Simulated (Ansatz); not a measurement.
# Nb (Nb, omega (AlB2-type)): the cost of one run

Method: DFT PBE, plane waves (420 eV) with PAW, scalar-relativistic, in Ansatz 0.2.0.

**1. The system as given**

It takes space group P6/mmm (No. 191, hexagonal). The conventional cell has a = 4.666 Å, b = 4.666 Å, c = 2.860 Å, α = 90.00°, β = 90.00°, γ = 120.00°. Nb (site symmetry 6/mmm) has 14 Nb at 2.86 to 3.05 Å as nearest neighbours. Nb (site symmetry -6m2) has 11 Nb at 2.69 to 3.05 Å as nearest neighbours.

Coordinates:

```cif
data_structure
_symmetry_space_group_name_H-M 'P 1'
_symmetry_Int_Tables_number 1
_cell_length_a 4.6659
_cell_length_b 4.6659
_cell_length_c 2.8602
_cell_angle_alpha 90.000
_cell_angle_beta 90.000
_cell_angle_gamma 120.000
_cell_volume 53.93
loop_
_atom_site_label
_atom_site_type_symbol
_atom_site_fract_x
_atom_site_fract_y
_atom_site_fract_z
_atom_site_occupancy
Nb1 Nb 0.00000 0.00000 0.00000 1
Nb2 Nb 0.33333 0.66667 0.50000 1
Nb3 Nb 0.66667 0.33333 0.50000 1
```

**2. Geometry optimisation**

Input file input.yaml:

```yaml
crystal:
  lattice:
    - [4.665877109, 0.0, 0.0]
    - [-2.3329385545, 4.0407681073, 0.0]
    - [0.0, 0.0, 2.8601826678]
  atoms:
    - { symbol: Nb, position: [0.0, 0.0, 0.0] }
    - { symbol: Nb, position: [0.3333333333, 0.6666666667, 0.5] }
    - { symbol: Nb, position: [0.6666666667, 0.3333333333, 0.5] }
hamiltonian:
  xc: pbe
  pseudopotentials:
    kind: paw
    azcp:
      Nb: "pseudopotentials/Nb.paw.azcp"
basis:
  ecutwfc: 420
  fft_grid_basis: typed
kpoints:
  mp_grid: { grid: [8, 8, 11], shift: [0, 0, 0] }
magnetization:
  spin_polarized: false
scf:
  occupations: { method: fermi_dirac, width: 0.1 }
relax:
  max_steps: 60
  f_tol: 0.01
  cell: {}
```

The run is started by

```console
$ ansatz run input.yaml --threads 1 --pin off --max-ram 3584MiB --backend cpu --events-out ev --progress --plain --runs-dir out
```

Q: Estimate wall time and peak memory on 1 thread of Intel Xeon Platinum 8259CL at 2.50GHz (Skylake/Cascade Lake), shared host.

About 33 s, with a peak of 0.56 GiB.
